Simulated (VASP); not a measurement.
Al:

```
Al
1.0
    -0.02046    1.97065    2.04383
     2.00266    0.00997    2.01341
     2.05929    1.99687   -0.04667
Al
1
Direct
  0.00000 0.00000 0.00000
```

The cell isn't the ideal one: cell sheared at random, sigma 0.03, atoms nudged by 0.01 Å.

- Program: VASP 6.6.1
- Task: relaxation of cell and atoms
- Functional: r2SCAN
- Potentials or basis: VASP PAW PBE potentials, release 64 (Al)
- Cutoff: 600 eV
- k mesh: 11 × 11 × 11
- Occupations: methfessel-paxton, width 0.1 eV
- Spin: no spin polarisation

At the start: pressure -3.3 GPa; volume 16.57 Å³/atom.

**Question.** Where does the relaxation end?

**Answer.** Over 8 steps the energy falls by 13.1 meV/atom and the volume is 15.90 Å³/atom (-4.0 %); space group Immm (No. 71, to 0.05 Å).

Step by step:
```csv
step,energy change (eV),largest force (eV/Å),pressure (GPa),volume (Å³)
1,0.0000,0.0000,-3.34,16.57
2,-0.0117,0.0000,0.95,15.75
3,-0.0118,0.0000,0.65,15.81
4,-0.0118,0.0000,0.47,15.83
5,-0.0131,0.0000,0.25,15.87
6,-0.0131,0.0000,0.19,15.87
7,-0.0131,0.0000,-0.01,15.91
8,-0.0131,0.0000,-0.02,15.90
```

Final structure:
```
Al
1.0
    -0.01708    1.97965    2.00553
     1.98903   -0.00012    1.98859
     2.00388    1.97650   -0.01479
Al
1
Direct
  0.00000 0.00000 0.00000
```

Caveat: the PAW data sets were made with another functional, which shifts forces and pressure a little.
